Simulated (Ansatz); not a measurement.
**NbC: is the k mesh converged?**

NbC in the rock-salt structure, in a typed cell, not relaxed.

```
CELL_PARAMETERS angstrom
0.00000 2.24500 2.24500
2.24500 0.00000 2.24500
2.24500 2.24500 0.00000
ATOMIC_POSITIONS crystal
Nb 0.00000 0.00000 0.00000
C 0.50000 0.50000 0.50000
```

Computed with Ansatz (plane-wave DFT, scalar-relativistic): PBE; Ansatz hand-made PAW at 820 eV; k mesh 8×8×8; Fermi–Dirac smearing of 0.1 eV; no spin. Harmonic phonons by finite displacements in cells commensurate with each q, frequencies in cm⁻¹, imaginary ones marked i; at Γ the three translations are left out and no LO–TO term is added.

Caveats: coarse k mesh.

At 11.31 Å³ an atom it gives top Γ mode (cm⁻¹) 510; lowest mode at X = [0.5, 0, 0.5] (cm⁻¹) 196; top mode at X = [0.5, 0, 0.5] (cm⁻¹) 570.

Question: Repeat on 12×12×12. Do the numbers hold?

Answer: 
| k mesh | cutoff (eV) | volume (Å³/atom) | top Γ mode (cm⁻¹) | lowest mode at X = [0.5, 0, 0.5] (cm⁻¹) | top mode at X = [0.5, 0, 0.5] (cm⁻¹) |
| --- | --- | --- | --- | --- | --- |
| 12×12×12 | 820 | 11.31 | 514 | 197 | 570 |

These numbers hold within 1 %, but another mode of these runs, not in the table, moves by 64 cm⁻¹.
